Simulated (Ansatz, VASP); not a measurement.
Nb in VASP and in Ansatz

Contents of INCAR:

```
  PREC = Accurate
  ENCUT = 520
  EDIFF = 1E-7
  ISMEAR = 0
  SIGMA = 0.15
  LREAL = F
  LASPH = T
  NELM = 80
  ALGO = Normal
  ISIF = 2
  LWAVE = F
  LCHARG = F
  GGA = PS
  NBANDS = 12
```

Contents of KPOINTS:

```
Automatic mesh
0
Gamma
  20 20 20
```

Contents of POSCAR:

```
Nb
1.0
   -1.6639500000      1.6639500000      1.6639500000
    1.6639500000     -1.6639500000      1.6639500000
    1.6639500000      1.6639500000     -1.6639500000
Nb
1
Direct
    0.0000000000      0.0000000000      0.0000000000
```

Input for Ansatz:

```yaml
crystal:
  lattice:
    - [-1.66395, 1.66395, 1.66395]
    - [1.66395, -1.66395, 1.66395]
    - [1.66395, 1.66395, -1.66395]
  atoms:
    - { symbol: Nb, position: [0.0, 0.0, 0.0] }
basis:
  ecutwfc: 420
kpoints:
  mp_grid: { grid: [20, 20, 20] }
hamiltonian:
  xc: pbesol
scf:
  occupations: { method: gaussian, width: 0.15 }
output:
  forces: true
  stress: true
  eigenvalues: true
```

Alike in both runs: task single point; functional PBEsol; k mesh 20 × 20 × 20; occupations gaussian, width 0.15 eV; no spin polarisation.

```csv
,VASP,Ansatz
version,VASP 6.6.1,Ansatz 0.2.0
potentials or method,"VASP PAW PBE potentials, release 64 (Nb_sv)","scalar-relativistic, plane waves, PAW"
plane-wave cutoff (eV),520,420
valence electrons in the cell,13,13
```

```tsv
	VASP	Ansatz	Ansatz less VASP
gap on the k mesh at the Fermi level (eV)	none	none	-
pressure (GPa)	-8.7	-8.5	+0.26
```

A gap of «none» marks a metal or a gap that the smearing closes. The functional is the same, so the differences come from potentials, cutoffs and numerics.

Caveats: the PAW data sets were made with another functional, which shifts forces and pressure a little (VASP).
